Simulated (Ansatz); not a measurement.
Wanted: the native input for an Ansatz 0.2.0 run.

| Property | Result |
| --- | --- |
| Task | single point |
| Functional | PBEsol |
| Potentials or basis | all-electron LAPW, scalar-relativistic |
| Cutoff | 159 eV (chosen from the basis error) |
| Basis error allowed | 0.001 eV/atom |
| k mesh | 9 × 9 × 9 |
| Occupations | fermi-dirac, width 0.05 eV |
| Spin | no spin polarisation |

Bi:

```
Bi
1.0
    -1.98143    1.98143    1.98143
     1.98143   -1.98143    1.98143
     1.98143    1.98143   -1.98143
Bi
1
Direct
  0.00000 0.00000 0.00000
```

This isn't the form of Bi at room conditions, which is rhombohedral.

One way to write it, as run:

input.yaml

```yaml
crystal:
  lattice:
    - [-1.9814305318, 1.9814305318, 1.9814305318]
    - [1.9814305318, -1.9814305318, 1.9814305318]
    - [1.9814305318, 1.9814305318, -1.9814305318]
  atoms:
    - { symbol: Bi, position: [0.0, 0.0, 0.0] }
kpoints:
  mp_grid: { grid: [9, 9, 9] }
scf:
  occupations: { method: fermi_dirac, width: 0.05 }
hamiltonian:
  xc: pbesol
  pseudopotentials: { kind: all_electron, lapw: { basis_error: 0.001 } }
output:
  forces: true
  stress: true
  eigenvalues: true
  populations: true
```

Potentials or basis: all-electron LAPW, scalar-relativistic.

Launch:

```sh
$ ansatz run input.yaml --threads 1 --pin off --max-ram 3072MiB --backend cpu --events-out ev --progress --plain --runs-dir out
```

It gave:

```yaml
Pressure: -2.0 GPa
Band_gap_on_the_k_mesh: none (metal or under the smearing width)
```

Caveat: spin-orbit coupling is left out, which moves the levels of the heavy elements.

Run time: 4 s on 1 thread of Arm Neoverse V2 (shared host), peak memory 0.24 GiB.
